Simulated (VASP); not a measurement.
**CaO (zincblende): gaps by functional in VASP**

```xyz
2
Lattice="0.0000 2.6067 2.6067 2.6067 0.0000 2.6067 2.6067 2.6067 0.0000" Properties=species:S:1:pos:R:3 pbc="T T T"
Ca    0.0000    0.0000    0.0000
O     1.3034    1.3034    1.3034
```

All runs share this cell. Band v is the last that the valence electrons fill when counted band by band, and c is the next. A negative gap between them is a band overlap, as in a metal.

Rank these levels of theory by the band gap that they give, smallest first.
A. LDA
B. PBE
C. PBEsol
D. r²SCAN

A (3.14 eV), C (3.20 eV), B (3.33 eV), D (3.73 eV).
